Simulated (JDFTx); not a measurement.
Crystal: LiH.

```xyz
2
Lattice="0.0000 2.0368 2.0368 2.0368 0.0000 2.0368 2.0368 2.0368 0.0000" Properties=species:S:1:pos:R:3 pbc="T T T"
Li    0.0000    0.0000    0.0000
H     2.0368    2.0368    2.0368
```

```yaml
Program: JDFTx 1.7.0 (patched build)
Task: single point
Functional: PBE
Potentials_or_basis: PseudoDojo-SR-PBE-0.5-standard
Cutoff: 1007 eV
Density_cutoff: 4027 eV
k_mesh: 11 × 11 × 11
Occupations: fermi-dirac, width 0.05 eV
Spin: no spin polarisation
```

On this cell: pressure -1.7 GPa; largest force zero by symmetry; band gap on the k mesh 3.21 eV, direct.

The same run follows on a disturbed copy (atoms moved at random, drawn with an rms of 0.05 Å):

```
Li H
1.0
     0.00000    2.03675    2.03675
     2.03675    0.00000    2.03675
     2.03675    2.03675    0.00000
Li H
1 1
Direct
  0.01223 0.99611 0.00039
  0.49669 0.49811 0.50465
```

Problem. What does the disturbed cell give?

Solution. The energy moves by +0.3 meV/atom; pressure -1.7 GPa; largest force 0.035 eV/Å; band gap on the k mesh 3.21 eV, direct.

Forces on the atoms (eV/Å):
```
Li   0.012 -0.021 -0.026
H   -0.012  0.021  0.026
```

Caveats: an odd mesh through Γ misses points on the zone boundary, where band edges often lie; forces may be off by hundredths of an eV/Å (some runs).
